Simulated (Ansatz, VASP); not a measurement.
## Two plane-wave programs on Al2O3

The input INCAR:

```
PREC     = Accurate       # precision mode
ENCUT    = 520            # plane-wave cutoff, eV
EDIFF    = 1E-6           # SCF threshold, eV
ISMEAR   = 0              # smearing method
SIGMA    = 0.05           # smearing width, eV
LREAL    = False          # projectors in reciprocal space
LASPH    = True           # aspherical terms in the spheres
NELM     = 60             # most SCF steps
ALGO     = Normal         # electronic algorithm
ISIF     = 2              # what is computed and relaxed
LWAVE    = False          # write WAVECAR
LCHARG   = False          # write CHGCAR
GGA      = PS             # functional
NBANDS   = 20             # bands
```

File KPOINTS:

```
Automatic mesh
0
Gamma
  12 12 4
```

File POSCAR:

```
Al2O3
1.0
    2.8967832423      0.0000000000      0.0000000000
   -1.4483916211      2.5086878770      0.0000000000
    0.0000000000      0.0000000000      6.9686651220
Al O
2 3
Direct
    0.0000000000      0.0000000000      0.2779510000
    0.0000000000      0.0000000000      0.7220490000
    0.3333333333      0.6666666667      0.1994540000
    0.6666666667      0.3333333333      0.8005460000
    0.0000000000      0.0000000000      0.5000000000
```

Input for Ansatz:

```yaml
crystal:
  lattice:
    - [2.8967832423, 0.0, 0.0]
    - [-1.4483916211, 2.508687877, 0.0]
    - [0.0, 0.0, 6.968665122]
  atoms:
    - { symbol: Al, position: [0.0, 0.0, 0.277951] }
    - { symbol: Al, position: [0.0, 0.0, 0.722049] }
    - { symbol: O, position: [0.3333333333, 0.6666666667, 0.199454] }
    - { symbol: O, position: [0.6666666667, 0.3333333333, 0.800546] }
    - { symbol: O, position: [0.0, 0.0, 0.5] }
basis:
  ecutwfc: 420
kpoints:
  mp_grid: { grid: [12, 12, 4] }
hamiltonian:
  xc: pbesol
scf:
  occupations: { method: gaussian, width: 0.05 }
output:
  forces: true
  stress: true
  eigenvalues: true
```

Change from the starting cell: strain -0.040 along x and y, -0.080 along z, atoms carried along.

Alike in both runs: task single point; functional PBEsol; k mesh 12 × 12 × 4; occupations gaussian, width 0.05 eV; no spin polarisation.

|  | VASP | Ansatz |
| --- | --- | --- |
| version | VASP 6.6.1 | Ansatz 0.2.0 |
| potentials or method | VASP PAW PBE potentials, release 64 (Al, O) | scalar-relativistic, plane waves, PAW |
| plane-wave cutoff (eV) | 520 | 420 |
| valence electrons in the cell | 24 | 24 |

|  | VASP | Ansatz | Ansatz less VASP |
| --- | --- | --- | --- |
| gap on the k mesh at the Fermi level (eV) | 3.85 | 3.85 | 0.000 |
| least direct gap on the mesh (eV) | 3.85 | 3.85 | 0.000 |
| pressure (GPa) | 35.2 | 34.1 | -1.10 |
| largest component of the traceless stress (GPa) | 28.63 | 27.60 | -1.032 |
| rms of the force components (eV/Å) | 1.694 | 1.621 | -0.0728 |

Atom by atom the forces differ by 0.074 eV/Å (rms over components).

Caveats: so large a pressure means that the cell lies far from this level's equilibrium, or that cutoff or potentials fall short (VASP); the potentials were made for another functional, which shifts forces and pressure (VASP). A k mesh can miss the band edges.
